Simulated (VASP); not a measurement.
A run of VASP 6.6.1 is set up as follows.

File INCAR:

```
  ALGO = Normal
  EDIFF = 1E-7
  EDIFFG = -0.01
  ENCUT = 600
  GGA = PE
  IBRION = 2
  ISIF = 3
  ISMEAR = -1
  LASPH = T
  LCHARG = F
  LREAL = F
  LWAVE = F
  NELM = 100
  NSW = 60
  PREC = Accurate
  PSTRESS = 100
  SIGMA = 0.05
```

Contents of KPOINTS:

```
k-points
0
Gamma
  3 3 3
```

POSCAR

```
Cs2AgBiBr6
1.0
    0.0000000000      5.6161000000      5.6161000000
    5.6161000000      0.0000000000      5.6161000000
    5.6161000000      5.6161000000      0.0000000000
Bi Cs Ag Br
1 2 1 6
Direct
    0.0000000000      0.0000000000      0.0000000000
    0.7500000000      0.7500000000      0.7500000000
    0.2500000000      0.2500000000      0.2500000000
    0.5000000000      0.5000000000      0.5000000000
    0.7494500000      0.7494500000      0.2505500000
    0.2505500000      0.2505500000      0.7494500000
    0.7494500000      0.2505500000      0.2505500000
    0.7494500000      0.2505500000      0.7494500000
    0.2505500000      0.7494500000      0.7494500000
    0.2505500000      0.7494500000      0.2505500000
```

Potentials or basis: VASP PAW PBE potentials, release 64 (Bi_d, Cs_sv, Ag, Br).

The run is started by

```console
$ cat potpaw_PBE.64/Bi_d/POTCAR potpaw_PBE.64/Cs_sv/POTCAR potpaw_PBE.64/Ag/POTCAR potpaw_PBE.64/Br/POTCAR > POTCAR
$ mpirun -np 1 vasp_std > vasp.out
```

(1) What does it give for the band gap on the k mesh?

(2) What does it give for the relaxed cell?

(3) What does it give for the space group after relaxing (to 0.05 Å)?

(4) Predict the relaxed volume.

## Answers

(1) 1.72 eV, indirect (least direct gap 2.58 eV).

(2) a = 7.477 Å, b = 7.477 Å, c = 7.477 Å, α = 60.00°, β = 60.00°, γ = 60.00°.

(3) Fm-3m (No. 225).

(4) 29.55 Å³/atom.

Caveat: the cell is relaxed towards a set pressure, so the enthalpy falls and the energy may rise; the volume moved by over 15 % at a fixed basis, so the end points are rough; spin-orbit coupling is left out, which as a rule narrows the gap of such compounds by several tenths of an eV; an odd mesh through Γ misses points on the zone boundary, where band edges often lie.
